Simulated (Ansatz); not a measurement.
**HfC (zincblende): equation of state and elastic constants**

One table from this session's results is given with a row withheld; the runs are named, their logs left out.

Program: Ansatz 0.2.0. Level of theory: DFT r²SCAN, scalar-relativistic, plane waves, PAW. These are calculated values, not measurements.

## Starting point

It takes space group F-43m (No. 216, cubic). The conventional cell has a = 5.025 Å, b = 5.025 Å, c = 5.025 Å, α = 90.00°, β = 90.00°, γ = 90.00°. Around Hf (site symmetry -43m) lie 4 C at 2.18 Å. Around C (site symmetry -43m) lie 4 Hf at 2.18 Å.

Structure file:

```
CELL_PARAMETERS angstrom
0.00000 2.51265 2.51265
2.51265 0.00000 2.51265
2.51265 2.51265 0.00000
ATOMIC_POSITIONS crystal
Hf 0.00000 0.00000 0.00000
C 0.25000 0.25000 0.25000
```

This cell comes from an earlier session at r²SCAN: 15.863 Å³/atom at 0.14 GPa, on a 12×12×12 mesh.

Volume factors to run: 0.980, 1.020, 0.960, 1.040, 1.070.

The first run:

input.yaml reads:

```yaml
crystal:
  lattice:
    - [0.0, 2.4957897671, 2.4957897671]
    - [2.4957897671, 0.0, 2.4957897671]
    - [2.4957897671, 2.4957897671, 0.0]
  atoms:
    - { symbol: Hf, position: [0.0, 0.0, 0.0] }
    - { symbol: C, position: [0.25, 0.25, 0.25] }
basis:
  ecutwfc: 500
  ecutrho_ratio: 4
kpoints:
  mp_grid: { grid: [12, 12, 12] }
hamiltonian:
  xc: r2scan
scf:
  occupations: { method: gaussian, width: 0.05 }
output:
  forces: true
  stress: true
  eigenvalues: true
```

Steps of the session up to this table: Volume × 0.980; Scaling the volume by 1.020; At 0.960 of the relaxed volume; Volume × 1.040; Scaling the volume by 1.070.

One of the session's tables, all rows but one given; the rest of the session is left out.

It belongs to the step «The fit». 

| volume (Å³/atom) | energy (meV/atom) | pressure (GPa) | gap (eV) |
| --- | --- | --- | --- |
| 15.229 | 14.43 | 7.37 | 0.51 |
| 15.546 | ? | ? | ? |
| 15.863 | 0.00 | 0.14 | 0.57 |
| 16.181 | 2.88 | -3.00 | 0.60 |
| 16.498 | 11.70 | -5.87 | 0.63 |
| 16.974 | 34.94 | -9.70 | 0.67 |

Q: Estimate the row for volume (Å³/atom) = 15.546 from the others.

Worked estimate for «energy (meV/atom)». A straight line through the neighbours (15.229, 14.43) and (15.863, 0.00) gives 14.43 + (0.00 − 14.43) × (15.546 − 15.229) / (15.863 − 15.229) = 7.21; a parabola fitted to 3 rows on both sides gives 3.86.

**Answer.** energy (meV/atom): 3.64; pressure (GPa): 3.59; gap (eV): 0.54. In «energy (meV/atom)» the line misses by +3.57 and the parabola by +0.22.
